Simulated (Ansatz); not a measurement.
An Ansatz (an electronic-structure program) input (Ansatz PBE, no spin-orbit coupling):

Ansatz 0.2 input:
```yaml
crystal:
  lattice:
    - [4.0771080007, 0, 0]
    - [0, 5.7659014299, 0]
    - [2.0385540004, 2.8829507149, 2.0870121105]
  atoms:
    - { symbol: Sr, position: [0, 0, 0] }
    - { symbol: F, position: [0.5, 0.75, 0] }
    - { symbol: F, position: [0.5, 0.25, 0] }
basis: { ecutwfc: 420, ecutrho_ratio: 4, xc_grid: 2, fft_grid_basis: typed }
kpoints: { mp_grid: { grid: [10, 10, 10] } }
hamiltonian:
  xc: pbe
  dispersion: none
  pseudopotentials: { kind: paw }
scf: { occupations: { method: fermi_dirac, width: 0.05 } }
relax: { f_tol: 0.005, max_steps: 50, cell: { stress_tol: 0.01, fix: [a, b, gamma] } }
output: { forces: true, stress: true }
checkpoint: { write: state.ck, write_every: 1000 }
```

**Question.** Which symmetry and how many k-points will the program report, and about how many plane waves at Γ?

**Answer.** Space group Immm (ITA 71) with 8 operations, k-points 171 of 1000, and 949 plane waves at Γ.

**Question.** And the final pressure?

**Answer.** 1.24 GPa (compression positive).

The cells carry an imposed strain or load. No phonon test of stability was made. The cell was made from SrF2 in the fluorite structure (space group Fm-3m, No. 225) by this change: biaxial strain −1.56 %, plane normal [110], relaxed out of plane.
